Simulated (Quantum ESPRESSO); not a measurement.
# CuAu3 (Pm-3m) in Quantum ESPRESSO: settings compared

The runs below take CuAu3 through band structure, single point, equation of state, with PBEsol, LDA.

Everything below comes from runs of Quantum ESPRESSO 7.5. Logs are shortened: lines on timing, memory, paths and dates and some standing lists are left out, and cuts for length are marked.

### Step 1. The structure

The structure is cubic, space group Pm-3m (No. 221). Conventional cell: a = 3.980 Å, b = 3.980 Å, c = 3.980 Å, α = 90.00°, β = 90.00°, γ = 90.00°. Au (site symmetry 4/mmm) is surrounded by 8 Au at 2.81 Å and 4 Cu at 2.81 Å. Cu (site symmetry m-3m) has 12 Au at 2.81 Å as nearest neighbours.

### Step 2. Band structure, PBEsol

pw.in

```
&CONTROL
  calculation = 'scf'
  prefix = 'pwscf'
  outdir = './tmp'
  pseudo_dir = './pseudo'
  tprnfor = .true.
  tstress = .true.
  disk_io = 'low'
/
&SYSTEM
  ibrav = 0
  nat = 4
  ntyp = 2
  ecutwfc = 56
  ecutrho = 448
  nbnd = 36
  occupations = 'smearing'
  smearing = 'fd'
  degauss = 0.00367493
/
&ELECTRONS
  conv_thr = 8d-10
  electron_maxstep = 120
  mixing_beta = 0.5
/
ATOMIC_SPECIES
Au   196.9666 au_pbesol_v1.uspp.F.UPF
Cu    63.5460 cu_pbesol_v1.2.uspp.F.UPF
CELL_PARAMETERS angstrom
   3.9800000000    0.0000000000    0.0000000000
   0.0000000000    3.9800000000    0.0000000000
   0.0000000000    0.0000000000    3.9800000000
ATOMIC_POSITIONS crystal
Au     0.5000000000    0.5000000000    0.0000000000
Au     0.5000000000    0.0000000000    0.5000000000
Au     0.0000000000    0.5000000000    0.5000000000
Cu     0.0000000000    0.0000000000    0.0000000000
K_POINTS automatic
7 7 7 0 0 0
```

bands.in

```
&CONTROL
  calculation = 'bands'
  prefix = 'pwscf'
  outdir = './tmp'
  pseudo_dir = './pseudo'
  disk_io = 'low'
  verbosity = 'high'
/
&SYSTEM
  ibrav = 0
  nat = 4
  ntyp = 2
  ecutwfc = 56
  ecutrho = 448
  nbnd = 36
  occupations = 'smearing'
  smearing = 'fd'
  degauss = 0.00367493
/
&ELECTRONS
  conv_thr = 1d-08
  electron_maxstep = 120
  mixing_beta = 0.5
  diago_full_acc = .true.
  startingwfc = 'random'
/
ATOMIC_SPECIES
Au   196.9666 au_pbesol_v1.uspp.F.UPF
Cu    63.5460 cu_pbesol_v1.2.uspp.F.UPF
CELL_PARAMETERS angstrom
   3.9800000000    0.0000000000    0.0000000000
   0.0000000000    3.9800000000    0.0000000000
   0.0000000000    0.0000000000    3.9800000000
ATOMIC_POSITIONS crystal
Au     0.5000000000    0.5000000000    0.0000000000
Au     0.5000000000    0.0000000000    0.5000000000
Au     0.0000000000    0.5000000000    0.5000000000
Cu     0.0000000000    0.0000000000    0.0000000000
K_POINTS crystal
60
 0.0000000000  0.0000000000  0.0000000000 1
 0.0000000000  0.0714285714  0.0000000000 1
 0.0000000000  0.1428571429  0.0000000000 1
 0.0000000000  0.2142857143  0.0000000000 1
 0.0000000000  0.2857142857  0.0000000000 1
 0.0000000000  0.3571428571  0.0000000000 1
 0.0000000000  0.4285714286  0.0000000000 1
 0.0000000000  0.5000000000  0.0000000000 1
 0.0714285714  0.5000000000  0.0000000000 1
 0.1428571429  0.5000000000  0.0000000000 1
 0.2142857143  0.5000000000  0.0000000000 1
 0.2857142857  0.5000000000  0.0000000000 1
 0.3571428571  0.5000000000  0.0000000000 1
 0.4285714286  0.5000000000  0.0000000000 1
 0.5000000000  0.5000000000  0.0000000000 1
 0.4545454545  0.4545454545  0.0000000000 1
 0.4090909091  0.4090909091  0.0000000000 1
 0.3636363636  0.3636363636  0.0000000000 1
 0.3181818182  0.3181818182  0.0000000000 1
 0.2727272727  0.2727272727  0.0000000000 1
 0.2272727273  0.2272727273  0.0000000000 1
 0.1818181818  0.1818181818  0.0000000000 1
 0.1363636364  0.1363636364  0.0000000000 1
 0.0909090909  0.0909090909  0.0000000000 1
 0.0454545455  0.0454545455  0.0000000000 1
 0.0000000000  0.0000000000  0.0000000000 1
 0.0357142857  0.0357142857  0.0357142857 1
 0.0714285714  0.0714285714  0.0714285714 1
 0.1071428571  0.1071428571  0.1071428571 1
 0.1428571429  0.1428571429  0.1428571429 1
 0.1785714286  0.1785714286  0.1785714286 1
 0.2142857143  0.2142857143  0.2142857143 1
 0.2500000000  0.2500000000  0.2500000000 1
 0.2857142857  0.2857142857  0.2857142857 1
 0.3214285714  0.3214285714  0.3214285714 1
 0.3571428571  0.3571428571  0.3571428571 1
 0.3928571429  0.3928571429  0.3928571429 1
 0.4285714286  0.4285714286  0.4285714286 1
 0.4642857143  0.4642857143  0.4642857143 1
 0.5000000000  0.5000000000  0.5000000000 1
 0.4545454545  0.5000000000  0.4545454545 1
 0.4090909091  0.5000000000  0.4090909091 1
 0.3636363636  0.5000000000  0.3636363636 1
 0.3181818182  0.5000000000  0.3181818182 1
 0.2727272727  0.5000000000  0.2727272727 1
 0.2272727273  0.5000000000  0.2272727273 1
 0.1818181818  0.5000000000  0.1818181818 1
 0.1363636364  0.5000000000  0.1363636364 1
 0.0909090909  0.5000000000  0.0909090909 1
 0.0454545455  0.5000000000  0.0454545455 1
 0.0000000000  0.5000000000  0.0000000000 1
 0.5000000000  0.5000000000  0.0000000000 1
 0.5000000000  0.5000000000  0.0625000000 1
 0.5000000000  0.5000000000  0.1250000000 1
 0.5000000000  0.5000000000  0.1875000000 1
 0.5000000000  0.5000000000  0.2500000000 1
 0.5000000000  0.5000000000  0.3125000000 1
 0.5000000000  0.5000000000  0.3750000000 1
 0.5000000000  0.5000000000  0.4375000000 1
 0.5000000000  0.5000000000  0.5000000000 1
```

Potentials or basis: GBRV 1.5 PBEsol.

On the command line:

```bash
> OMP_NUM_THREADS=1 mpirun -n 2 pw.x -nk 2 -in pw.in > pw.out
> OMP_NUM_THREADS=1 mpirun -n 2 pw.x -nk 2 -in bands.in > bands.out
```

pw.out:

```text
This program is part of the open-source Quantum ESPRESSO suite
     for quantum simulation of materials; please cite
         "P. Giannozzi et al., J. Phys.:Condens. Matter 21 395502 (2009);
         "P. Giannozzi et al., J. Phys.:Condens. Matter 29 465901 (2017);
         "P. Giannozzi et al., J. Chem. Phys. 152 154105 (2020);
     in publications or presentations arising from this work. More details at

     Message from routine setup:
     using ibrav=0 with symmetry is DISCOURAGED, use correct ibrav instead

     K-points division:     npool     =       2
     Subspace diagonalization in iterative solution of the eigenvalue problem:
     a serial algorithm will be used

     G-vector sticks info
     --------------------
     sticks:   dense  smooth     PW     G-vecs:    dense   smooth      PW
     Sum        2025    1005    293                68051    23871    3887

     Using Slab Decomposition

     bravais-lattice index     =            0
     lattice parameter (alat)  =       7.5211  a.u.
     unit-cell volume          =     425.4473 (a.u.)^3
     number of atoms/cell      =            4
     number of atomic types    =            2
     number of electrons       =        52.00
     number of Kohn-Sham states=           36
     kinetic-energy cutoff     =      56.0000  Ry
     charge density cutoff     =     448.0000  Ry
     scf convergence threshold =      8.0E-10
     mixing beta               =       0.5000
     number of iterations used =            8  plain     mixing
     Exchange-correlation= SLA  PW   PSX  PSC
                           (   1   4  10   8   0   0   0)

     celldm(1)=   7.521110  celldm(2)=   0.000000  celldm(3)=   0.000000
     celldm(4)=   0.000000  celldm(5)=   0.000000  celldm(6)=   0.000000

     crystal axes: (cart. coord. in units of alat)
               a(1) = (   1.000000   0.000000   0.000000 )
               a(2) = (   0.000000   1.000000   0.000000 )
               a(3) = (   0.000000   0.000000   1.000000 )

     reciprocal axes: (cart. coord. in units 2 pi/alat)
               b(1) = (  1.000000  0.000000  0.000000 )
               b(2) = (  0.000000  1.000000  0.000000 )
               b(3) = (  0.000000  0.000000  1.000000 )

     PseudoPot. # 1 for Au read from file:
     au_pbesol_v1.uspp.F.UPF
     Pseudo is Ultrasoft + core correction, Zval = 11.0
     Generated by new atomic code, or converted to UPF format
     Using radial grid of  985 points,  7 beta functions with:
                l(1) =   0
                l(2) =   0
                l(3) =   1
                l(4) =   1
                l(5) =   2
                l(6) =   2
                l(7) =   3
     Q(r) pseudized with  6 coefficients,  rinner =    1.900   1.900   1.900
                                                       1.900   1.900   1.900
                                                       1.900

     PseudoPot. # 2 for Cu read from file:
     cu_pbesol_v1.2.uspp.F.UPF
     Pseudo is Ultrasoft + core correction, Zval = 19.0
     Generated by new atomic code, or converted to UPF format
     Using radial grid of  867 points,  6 beta functions with:
                l(1) =   0
                l(2) =   0
                l(3) =   1
                l(4) =   1
                l(5) =   2
                l(6) =   2
     Q(r) pseudized with  8 coefficients,  rinner =    1.150   1.150   1.150
                                                       1.150   1.150

     atomic species   valence    mass     pseudopotential
     Au               11.00   196.96660     Au( 1.00)
     Cu               19.00    63.54600     Cu( 1.00)

     48 Sym. Ops., with inversion, found

   Cartesian axes

     site n.     atom                  positions (alat units)
         1        Au     tau(   1) = (   0.5000000   0.5000000   0.0000000  )
         2        Au     tau(   2) = (   0.5000000   0.0000000   0.5000000  )
         3        Au     tau(   3) = (   0.0000000   0.5000000   0.5000000  )
         4        Cu     tau(   4) = (   0.0000000   0.0000000   0.0000000  )

[... 44 lines left out ...]

     total energy              =    -747.77139631 Ry
     estimated scf accuracy    <       0.00000003 Ry

     iteration # 14     ecut=    56.00 Ry     beta= 0.50
     Davidson diagonalization with overlap
     ethr =  5.84E-11,  avg # of iterations =  3.1

     total energy              =    -747.77139632 Ry
     estimated scf accuracy    <          4.7E-09 Ry

     iteration # 15     ecut=    56.00 Ry     beta= 0.50
     Davidson diagonalization with overlap
     ethr =  9.06E-12,  avg # of iterations =  2.3

     End of self-consistent calculation

          k = 0.0000 0.0000 0.0000 (  2969 PWs)   bands (ev):

   -96.0987 -53.6615 -53.6615 -53.6615   5.6004   8.0647   8.9000   8.9000
     8.9000   9.0158   9.0158  11.4495  11.4495  11.4495  12.7096  12.7096
    13.6694  13.9389  13.9389  14.0409  14.0409  14.0409  14.1515  14.1515
    14.1515  16.5475  16.5475  16.5475  21.5444  21.5444  22.3500  25.3192
    25.3192  25.3192  26.7063  26.7063

          k = 0.0000 0.0000 0.1429 (  3010 PWs)   bands (ev):

   -96.0987 -53.6616 -53.6615 -53.6615   5.8406   8.2084   8.9650   9.0262
     9.0262   9.0524   9.1957  11.3516  11.4756  11.4756  12.5478  12.7388
    13.3852  13.3852  13.4963  13.8410  13.8921  13.9848  13.9848  14.0413
    14.1517  15.2408  17.4070  17.4070  21.4859  21.7092  23.5625  25.2640
    25.2640  25.3614  25.9392  26.7425

          k = 0.0000 0.0000 0.2857 (  3010 PWs)   bands (ev):

   -96.0987 -53.6616 -53.6616 -53.6616   6.5228   8.5736   9.1016   9.1327
     9.3952   9.3952   9.6857  11.1110  11.4595  11.4595  12.1053  12.3991
    12.3991  12.7712  13.0386  13.1182  13.6513  13.6513  13.7084  13.7922
    14.0422  14.1521  19.0174  19.0174  21.2091  21.3440  24.2811  24.2811
    24.8075  25.2850  26.8430  27.7683

          k = 0.0000 0.0000 0.4286 (  3002 PWs)   bands (ev):

   -96.0987 -53.6617 -53.6616 -53.6616   7.4373   8.7452   9.1227   9.3010
     9.9421   9.9421  10.2593  10.8853  10.9718  10.9718  11.5814  11.8023
    12.0471  12.0471  12.3392  12.9476  13.3664  13.3664  13.5089  13.7023
    14.0429  14.1524  20.8012  20.8012  20.8593  21.2190  22.6790  22.6790
    24.1815  25.3082  29.5804  29.5804
[... 107 lines left out ...]
   -96.0987 -53.6617 -53.6616 -53.6616   8.2000   8.8198   8.9582   9.2959
    10.1858  10.4906  10.5994  10.9594  11.1632  11.2773  11.3672  11.6998
    11.7740  12.2141  12.3010  12.9123  13.5715  13.6337  13.7365  13.9175
    13.9246  14.5687  17.2236  17.2302  18.9420  19.3885  22.0471  23.6507
    28.1952  28.6863  29.5240  30.0251

          k = 0.2857 0.4286 0.4286 (  3021 PWs)   bands (ev):

   -96.0987 -53.6617 -53.6616 -53.6616   8.3838   8.6722   8.7009   8.8888
    10.4755  10.4963  10.8864  10.9767  11.3299  11.4755  11.5265  11.9434
    11.9741  12.2969  12.5817  13.0153  13.4416  13.6753  13.8306  13.8874
    14.1405  15.1430  15.4342  16.4166  19.0976  20.0719  20.6157  21.8817
    29.0698  30.0432  30.4598  31.0676

          k = 0.4286 0.4286 0.4286 (  3031 PWs)   bands (ev):

   -96.0987 -53.6616 -53.6616 -53.6616   8.3235   8.4091   8.5041   8.5041
    10.5546  10.5546  10.7061  11.1719  11.4303  11.4303  11.9006  11.9006
    12.9958  12.9958  13.2493  13.6496  13.7010  13.8414  13.8414  13.9602
    13.9602  15.1101  15.2418  15.2418  18.7711  18.7711  19.4267  20.3619
    30.4222  30.7341  30.7341  30.8184

     the Fermi energy is    15.5257 ev

!    total energy              =    -747.77139632 Ry
     estimated scf accuracy    <          1.0E-10 Ry
     smearing contrib. (-TS)   =      -0.00094518 Ry
     internal energy E=F+TS    =    -747.77045113 Ry

     The total energy is F=E-TS. E is the sum of the following terms:
     one-electron contribution =    -298.93787010 Ry
     hartree contribution      =     202.00667913 Ry
     xc contribution           =    -224.36018755 Ry
     ewald contribution        =    -426.47907261 Ry

     convergence has been achieved in  15 iterations

     Forces acting on atoms (cartesian axes, Ry/au):

     atom    1 type  1   force =     0.00000000    0.00000000    0.00000000
     atom    2 type  1   force =     0.00000000    0.00000000    0.00000000
     atom    3 type  1   force =     0.00000000    0.00000000    0.00000000
     atom    4 type  2   force =     0.00000000    0.00000000    0.00000000

     Total force =     0.000000     Total SCF correction =     0.000000

     Computing stress (Cartesian axis) and pressure

          total   stress  (Ry/bohr**3)                   (kbar)     P=      -13.04
  -0.00008865   0.00000000   0.00000000          -13.04        0.00        0.00
   0.00000000  -0.00008865   0.00000000            0.00      -13.04        0.00
   0.00000000   0.00000000  -0.00008865            0.00        0.00      -13.04

=------------------------------------------------------------------------------=
   JOB DONE.
=------------------------------------------------------------------------------=
```

Wall time 89 s (2 MPI ranks of Arm Neoverse V2, shared host); peak memory 0.6 GiB.

What came out:

```yaml
Free_energy: -10173.9481 eV
Pressure: -1.3 GPa
Band_gap_on_the_k_mesh: none (metal or under the smearing width)
```

Levels at the corners of the path, in eV from the Fermi level:
```tsv
point	band 22	band 23	band 24	band 25	band 26	band 27	band 28	band 29	band 30	band 31
Γ	-1.48	-1.37	-1.37	-1.37	1.02	1.02	1.02	6.02	6.02	6.82
X	-2.20	-2.04	-1.84	-1.48	-1.37	5.29	5.67	5.98	5.98	6.46
M	-2.10	-2.08	-2.08	-0.67	-0.13	-0.01	-0.01	8.40	8.97	9.22
Γ	-1.48	-1.37	-1.37	-1.37	1.02	1.02	1.02	6.02	6.02	6.82
R	-1.58	-1.54	-1.54	-1.10	-1.04	-1.04	-1.04	3.07	3.07	3.07
X	-2.20	-2.04	-1.84	-1.48	-1.37	5.29	5.67	5.98	5.98	6.46
M	-2.10	-2.08	-2.08	-0.67	-0.13	-0.01	-0.01	8.40	8.97	9.22
R	-1.58	-1.54	-1.54	-1.10	-1.04	-1.04	-1.04	3.07	3.07	3.07
```

Caveat: spin-orbit coupling is left out, which moves the levels of the heavy elements.

### Step 3. Single point, LDA, 14.82 Å³/atom

Edit pw.in of step 2 so:

```diff
@@ -7,3 +7,3 @@
   tstress = .true.
-  disk_io = 'low'
+  disk_io = 'nowf'
 /
@@ -26,8 +26,8 @@
 ATOMIC_SPECIES
-Au   196.9666 au_pbesol_v1.uspp.F.UPF
-Cu    63.5460 cu_pbesol_v1.2.uspp.F.UPF
+Au   196.9666 au_lda_v1.uspp.F.UPF
+Cu    63.5460 cu_lda_v1.2.uspp.F.UPF
 CELL_PARAMETERS angstrom
-   3.9800000000    0.0000000000    0.0000000000
-   0.0000000000    3.9800000000    0.0000000000
-   0.0000000000    0.0000000000    3.9800000000
+   3.8987527127    0.0000000000    0.0000000000
+   0.0000000000    3.8987527127    0.0000000000
+   0.0000000000    0.0000000000    3.8987527127
 ATOMIC_POSITIONS crystal
```

Potentials or basis: GBRV 1.5 LDA.

On the command line:

```bash
> OMP_NUM_THREADS=1 mpirun -n 2 pw.x -nk 2 -in pw.in > pw.out
```

Wall time 33 s (2 MPI ranks of Arm Neoverse V2, shared host); peak memory 0.56 GiB.

It converged, with:

```
Free energy            : -10181.2398 eV
Pressure               : 5.7 GPa
Band gap on the k mesh : none (metal or under the smearing width)
```

### Step 4. Single point, LDA, 15.13 Å³/atom

Edit pw.in of step 3 so:

```diff
@@ -29,5 +29,5 @@
 CELL_PARAMETERS angstrom
-   3.8987527127    0.0000000000    0.0000000000
-   0.0000000000    3.8987527127    0.0000000000
-   0.0000000000    0.0000000000    3.8987527127
+   3.9262096223    0.0000000000    0.0000000000
+   0.0000000000    3.9262096223    0.0000000000
+   0.0000000000    0.0000000000    3.9262096223
 ATOMIC_POSITIONS crystal
```

On the command line:

```bash
> OMP_NUM_THREADS=1 mpirun -n 2 pw.x -nk 2 -in pw.in > pw.out
```

It took 33 s on 2 MPI ranks of Arm Neoverse V2, shared host; peak memory 0.56 GiB.

The run converged. Its results:

- Free energy: -10181.2676 eV
- Pressure: 1.2 GPa
- Band gap on the k mesh: none (metal or under the smearing width)

### Step 5. Single point, LDA, 15.45 Å³/atom

Edit pw.in of step 4 so:

```diff
@@ -29,5 +29,5 @@
 CELL_PARAMETERS angstrom
-   3.9262096223    0.0000000000    0.0000000000
-   0.0000000000    3.9262096223    0.0000000000
-   0.0000000000    0.0000000000    3.9262096223
+   3.9532877857    0.0000000000    0.0000000000
+   0.0000000000    3.9532877857    0.0000000000
+   0.0000000000    0.0000000000    3.9532877857
 ATOMIC_POSITIONS crystal
```

On the command line:

```bash
> OMP_NUM_THREADS=1 mpirun -n 2 pw.x -nk 2 -in pw.in > pw.out
```

Run time: 34 s. Hardware: 2 MPI ranks of Arm Neoverse V2, shared host; peak memory 0.58 GiB.

It converged, with:

```
Free energy            : -10181.2622 eV
Pressure               : -2.7 GPa
Band gap on the k mesh : none (metal or under the smearing width)
```

### Step 6. Single point, LDA, 15.76 Å³/atom

Edit pw.in of step 5 so:

```diff
@@ -29,5 +29,5 @@
 CELL_PARAMETERS angstrom
-   3.9532877857    0.0000000000    0.0000000000
-   0.0000000000    3.9532877857    0.0000000000
-   0.0000000000    0.0000000000    3.9532877857
+   3.9800000000    0.0000000000    0.0000000000
+   0.0000000000    3.9800000000    0.0000000000
+   0.0000000000    0.0000000000    3.9800000000
 ATOMIC_POSITIONS crystal
```

Potentials or basis: GBRV 1.5 LDA.

On the command line:

```bash
> OMP_NUM_THREADS=1 mpirun -n 2 pw.x -nk 2 -in pw.in > pw.out
```

Wall time 30 s (2 MPI ranks of Arm Neoverse V2, shared host); peak memory 0.58 GiB.

The run converged. Its results:

| Quantity | Value |
| --- | --- |
| Free energy | -10181.2275 eV |
| Pressure | -6.2 GPa |
| Band gap on the k mesh | none (metal or under the smearing width) |

### Step 7. Single point, LDA, 16.08 Å³/atom

Edit pw.in of step 6 so:

```diff
@@ -29,5 +29,5 @@
 CELL_PARAMETERS angstrom
-   3.9800000000    0.0000000000    0.0000000000
-   0.0000000000    3.9800000000    0.0000000000
-   0.0000000000    0.0000000000    3.9800000000
+   4.0063583840    0.0000000000    0.0000000000
+   0.0000000000    4.0063583840    0.0000000000
+   0.0000000000    0.0000000000    4.0063583840
 ATOMIC_POSITIONS crystal
```

On the command line:

```bash
> OMP_NUM_THREADS=1 mpirun -n 2 pw.x -nk 2 -in pw.in > pw.out
```

It took 41 s on 2 MPI ranks of Arm Neoverse V2, shared host; peak memory 0.6 GiB.

The run converged. Its results:

| Quantity | Value |
| --- | --- |
| Free energy | -10181.1678 eV |
| Pressure | -9.2 GPa |
| Band gap on the k mesh | none (metal or under the smearing width) |

### Step 8. Single point, LDA, 16.39 Å³/atom

Edit pw.in of step 7 so:

```diff
@@ -29,5 +29,5 @@
 CELL_PARAMETERS angstrom
-   4.0063583840    0.0000000000    0.0000000000
-   0.0000000000    4.0063583840    0.0000000000
-   0.0000000000    0.0000000000    4.0063583840
+   4.0323744272    0.0000000000    0.0000000000
+   0.0000000000    4.0323744272    0.0000000000
+   0.0000000000    0.0000000000    4.0323744272
 ATOMIC_POSITIONS crystal
```

On the command line:

```bash
> OMP_NUM_THREADS=1 mpirun -n 2 pw.x -nk 2 -in pw.in > pw.out
```

Run time: 39 s. Hardware: 2 MPI ranks of Arm Neoverse V2, shared host; peak memory 0.62 GiB.

Results (log left out):

```
Free energy            : -10181.0859 eV
Pressure               : -11.8 GPa
Band gap on the k mesh : none (metal or under the smearing width)
```

### Step 9. Single point, LDA, 16.71 Å³/atom

Edit pw.in of step 8 so:

```diff
@@ -29,5 +29,5 @@
 CELL_PARAMETERS angstrom
-   4.0323744272    0.0000000000    0.0000000000
-   0.0000000000    4.0323744272    0.0000000000
-   0.0000000000    0.0000000000    4.0323744272
+   4.0580590332    0.0000000000    0.0000000000
+   0.0000000000    4.0580590332    0.0000000000
+   0.0000000000    0.0000000000    4.0580590332
 ATOMIC_POSITIONS crystal
```

Potentials or basis: GBRV 1.5 LDA.

On the command line:

```bash
> OMP_NUM_THREADS=1 mpirun -n 2 pw.x -nk 2 -in pw.in > pw.out
```

It took 35 s on 2 MPI ranks of Arm Neoverse V2, shared host; peak memory 0.62 GiB.

It converged, with:

```
Free energy            : -10180.9852 eV
Pressure               : -14.0 GPa
Band gap on the k mesh : none (metal or under the smearing width)
```

### Step 10. Equation of state, LDA

No new run: the results of the series are fitted here.

Results:

- Equilibrium volume: 15.23 Å³/atom
- Bulk modulus: 196 GPa
- Pressure derivative of the bulk modulus: 5.7

Energy against volume, from the lowest point:
```tsv
volume (Å³/atom)	energy (meV/atom)
14.816	6.95
15.131	0.00
15.446	1.35
15.761	10.03
16.076	24.97
16.392	45.42
16.707	70.60
```

The run has no spin-orbit coupling, so splittings on Au are missing. LDA usually gives volumes a few per cent too small.
